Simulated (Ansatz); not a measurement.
RbBr (zincblende) was relaxed with 5 functionals in Ansatz 0.2.0, cell and atoms free, the symmetry of the start kept (meshes: PBE 6×6×6, r2SCAN 6×6×6, PBEsol 6×6×6, LDA 6×6×6, HSE06 4×4×4). The calculation is spin-unpolarised, and the structure need not be a phase that has been made.

The PBEsol result:
```
Rb Br
1.0
     0.00000    3.81530    3.81530
     3.81530    0.00000    3.81530
     3.81530    3.81530    0.00000
Rb Br
1 1
Direct
  0.00000 0.00000 0.00000
  0.25000 0.25000 0.25000
```

The symmetry is F-43m (No. 216, cubic); a = 7.631 Å in the conventional setting, 55.54 Å³ an atom. Around Rb lie 4 Br at 3.30 Å; around Br lie 4 Rb at 3.30 Å.

Task: What lattice does PBE give?

Result: a = 7.786 Å; the volume differs by +6.2 % from PBEsol's. Rb is surrounded by 4 Br at 3.37 Å; Br is surrounded by 4 Rb at 3.37 Å.

Task: How does the cell change with HSE06?

Result: a = 7.746 Å; the volume differs by +4.6 % from PBEsol's. Around Rb lie 4 Br at 3.35 Å; around Br lie 4 Rb at 3.35 Å.

Task: Held at the r2SCAN cell, what mean stress do LDA and PBE find, and does its sign point to their own minimum?

Result: Yes. LDA -0.95 GPa, and its relaxed volume is -10.6 % from r2SCAN's; PBE +0.17 GPa, and its relaxed volume is +1.8 % from r2SCAN's. Compression counts positive, so a positive stress asks for a larger cell.
